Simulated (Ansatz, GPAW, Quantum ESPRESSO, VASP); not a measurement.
**Fitting the PBEsol energy curve of HfO2**

It takes space group Fm-3m (No. 225, cubic). Conventional cell: a = 5.115 Å, b = 5.115 Å, c = 5.115 Å, α = 90.00°, β = 90.00°, γ = 90.00°. Around Hf (site symmetry m-3m) lie 8 O at 2.21 Å. O (site symmetry -43m) has 4 Hf at 2.21 Å as nearest neighbours.

Measurements of this composition are mostly on another form, of space group No. 14.

The cell was scaled at fixed shape and fractions and run with Ansatz, all-electron LAPW, scalar-relativistic; PBEsol, k mesh 9 × 9 × 9 on the cell of 3 atoms, fermi-dirac occupations of 0.05 eV, no spin polarisation, no spin-orbit coupling. Energies are those that the program minimises, any entropy of the smearing included.

| V (Å³/atom) | energy over the lowest row (meV/atom) |
| --- | --- |
| 10.4830 | 3.54 |
| 10.7060 | 0.00 |
| 10.9290 | 4.12 |
| 11.1521 | 15.10 |
| 11.3751 | ? |
| 11.5982 | 54.91 |
| 11.8212 | 82.52 |

**Question.** Fit the third-order Birch-Murnaghan form, give V0, B0 and B′, and predict the energy left open.

**Answer.** With y = (V0/V)^(2/3), E = E0 + (9 V0 B0/16) [(y - 1)³ B′ + (y - 1)² (6 - 4y)]. Least squares through the rows shown give V0 = 10.6936 Å³/atom, E0 = -0.01 meV, B0 = 265.1 GPa (1 eV/Å³ = 160.218 GPa) and B′ = 4.25, with a largest miss of 0.01 meV. At V = 11.3751 the form with these constants gives 32.24 meV; the run gave 32.24 meV an atom. Other set-ups at this level, from all their volumes (Å³/atom, GPa): GPAW, PAW data sets generated for this functional: V0 10.703, B0 270.9; Quantum ESPRESSO, PseudoDojo 0.4.1 SR PBEsol standard: V0 10.553, B0 268.5; VASP, PBE PAW files Hf_pv, O, 520 eV (made for PBE): V0 10.553, B0 271.6.

The fitted minimum lies below the volume of the listed cell, so the 2.21 Å Hf–O distance belongs to a slightly expanded lattice. The bulk modulus of 265.1 GPa marks a stiff oxide. Formally, Hf is d⁰ and tetravalent, and strong electrostatic attraction, with some O 2p–Hf 5d covalency, holds the ions at short distances where closed-shell repulsion rises steeply. That repulsion weakens on expansion, which is why B′ is positive and the curve is softer on the large-volume side.

The open point lies between computed rows, so its agreement confirms a smooth interpolation rather than predictive power under strong compression, where only one row lies below V0. The set-ups differ in V0 by far more than the fit residual would suggest, perhaps through their treatment of the Hf core and semicore states, yet all describe a similarly stiff lattice. A minimum along this uniform scaling does not establish that the cubic form is stable against the oxygen displacements that lead to the tetragonal phase.
